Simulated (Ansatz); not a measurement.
# Convergence of AlNi₂ with the plane-wave cutoff

These are results of DFT PBEsol, scalar-relativistic, plane waves, PAW (Ansatz 0.2.0), not measurements.

```
CELL_PARAMETERS angstrom
3.97400 0.00000 0.00000
-1.98700 3.44159 0.00000
0.00000 0.00000 4.90426
ATOMIC_POSITIONS crystal
Al 0.33333 0.66667 0.18987
Al 0.66667 0.33333 0.81013
Ni 0.33333 0.66667 0.68511
Ni 0.66667 0.33333 0.31489
Ni 0.00000 0.00000 0.50000
Ni 0.00000 0.00000 0.00000
```

| Item | Value |
| --- | --- |
| Γ-centred k-mesh | 12×12×8 |
| occupation rule | Gaussian smearing, 0.1 eV |
| spin treatment | unpolarised |
| valence charge of the PAW sets | Al 3, Ni 18 |

The atoms stay fixed while the plane-wave cutoff is varied. ΔE is the energy extrapolated to zero smearing, less that of the reference run (850 eV). The cell isn't necessarily relaxed at this level. Pressure is positive in compression and holds a correction for the finite cutoff (Pulay stress).

Times are rough; the reference took 120 s on 1 thread of Intel(R) Xeon(R) Processor @ 2.50GHz (Skylake/Cascade Lake), with other jobs on the host, peak memory 0.96 GiB.

(1) One run gave ΔE = 0.67 meV/atom and P = 0.10 GPa. Which plane-wave cutoff did it use, of 150, 200, 250, 300, 350, 380, 420, 460, 520, 600, 700?

Answers

(1) 520 eV. All runs:

| cutoff (eV) | ΔE (meV/atom) | P (GPa) | largest change of a force component (eV/Å) | plane waves at Γ | wall time (s) |
| --- | --- | --- | --- | --- | --- |
| 150 | 59829 | 66.55 | 3.650 | 273 | 20 |
| 200 | 10207 | -2.17 | 0.263 | 437 | 19 |
| 250 | 1671 | 4.31 | 0.186 | 601 | 20 |
| 300 | 217 | 1.56 | 0.064 | 793 | 21 |
| 350 | 16.6 | 0.35 | 0.001 | 999 | 27 |
| 380 | 3.70 | 0.15 | 0.000 | 1119 | 35 |
| 420 | 1.69 | 0.11 | 0.001 | 1337 | 51 |
| 460 | 1.18 | 0.10 | 0.000 | 1487 | 49 |
| 520 | 0.67 | 0.10 | 0.000 | 1825 | 57 |
| 600 | 0.45 | 0.10 | 0.000 | 2221 | 72 |
| 700 | 0.14 | 0.09 | 0.000 | 2811 | 94 |
| 850 | 0.00 | 0.09 | 0.000 | 3767 | 120 |

1 further run of this set didn't finish or converge.